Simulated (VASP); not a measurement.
Wanted: the native input for a VASP 6.6.1 run.

| Quantity | Value |
| --- | --- |
| Task | vibrations by finite differences |
| Functional | PBE |
| Dispersion | D3(BJ) |
| Potentials or basis | VASP PAW PBE potentials, release 64 (O, H) |
| Cutoff | 400 eV |
| k mesh | 1 × 1 × 1 |
| Occupations | gaussian, width 0.01 eV |
| Spin | no spin polarisation |
| Further INCAR settings | ALGO = Fast; EDIFF = 1e-07; ISYM = 0; IBRION = 5; POTIM = 0.015; NSW = 1 |

The structure of O2H2 lies in POSCAR:

```
HO                                      
1.0
   12.9224456750      0.0000000000      0.0000000000
    0.0000000000     13.4224456750      0.0000000000
    0.0000000000      0.0000000000     13.9224456750
  O               H             
     2     2
Selective dynamics
Direct
0.5001445393000026  0.5246140216000015  0.5468873717999969  T T T
0.4997889838677629  0.4795039398155161  0.4499038627695345  T T T
0.4987949522625432  0.4631008201905668  0.5844988928710007  T T T
0.5011787431569396  0.5410030538224904  0.4122972014831529  T T T
```

The input as run:

INCAR

```
  PREC = Accurate
  ENCUT = 400
  EDIFF = 1E-7
  ISMEAR = 0
  SIGMA = 0.01
  LREAL = F
  LASPH = T
  NELM = 60
  ALGO = Fast
  ISIF = 2
  LWAVE = F
  LCHARG = F
  GGA = PE
  IVDW = 12
  IBRION = 5
  NFREE = 2
  POTIM = 0.015
  NSW = 1
  ISYM = 0
```

KPOINTS

```
regular mesh
0
Gamma
  1 1 1
```

Potentials or basis: VASP PAW PBE potentials, release 64 (O, H).

Command:

```bash
$ cat potpaw_PBE.64/O/POTCAR potpaw_PBE.64/H/POTCAR > POTCAR
$ mpirun -np 4 vasp_gam > vasp.out
```

It gave:

* Highest phonon frequency at Γ, LO-TO splitting left out: 3692 cm⁻¹
* Most unstable mode: 299i cm⁻¹
* Dispersion energy per atom: -0.006 eV

Caveat: some modes are imaginary.

Wall time 6.1 min on 4 MPI ranks on Intel(R) Xeon(R) 6975P-C (Granite Rapids), on a shared host, peak memory 0.5 GiB a rank.
